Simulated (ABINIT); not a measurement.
A run of ABINIT 10.8.3 (patched build):

The input run.abi:

```
# Pseudopotentials
pp_dirpath "./"
pseudos "Mo.GGA_PBE-JTH.xml, S.GGA_PBE-JTH.xml"

# Structure
acell 3*1.0 Angstrom
rprim
     3.1841260822     0.0000000000     0.0000000000
    -1.5920630411     2.7575340760     0.0000000000
     0.0000000000     0.0000000000    17.3345999500
ntypat 2
znucl 42 16
natom 3
typat 1 2 2
xred
     0.0000000000     0.0000000000     0.0000000000
     0.3333333333     0.6666666667     0.9105070200
     0.3333333333     0.6666666667     0.0894929800

# Plane-wave basis
ecut 544.227725 eV
pawecutdg 40.0
pawxcdev 0

# k points
kptopt 1
ngkpt 10 10 2
nshiftk 1
shiftk 0.0 0.0 0.0

# Exchange and correlation
ixc 11

# Bands and occupations
nband 17
occopt 3
tsmear 0.05 eV

# SCF cycle
nstep 100
tolvrs 1.0e-9

# Output
iomode 3
prtwf 0
prteig 0
prtebands 0
enunit 1
prtden 1
prtvha 1
prtvclmb 1
prtpot 1
```

Potentials or basis: JTH PAW PBE v2.0.

Command:

```bash
$ abinit run.abi > log 2>&1
```

Hardware: 1 thread of Arm Neoverse V1, with other jobs on the host.

Problem. Estimate the wall time of this run.

Solution. Run time: 3 min on 1 thread of Arm Neoverse V1, with other jobs on the host, peak memory 0.22 GiB. Counts: scf iterations 33, mpi ranks 1, k points 28, bands 17, plane waves 4436.
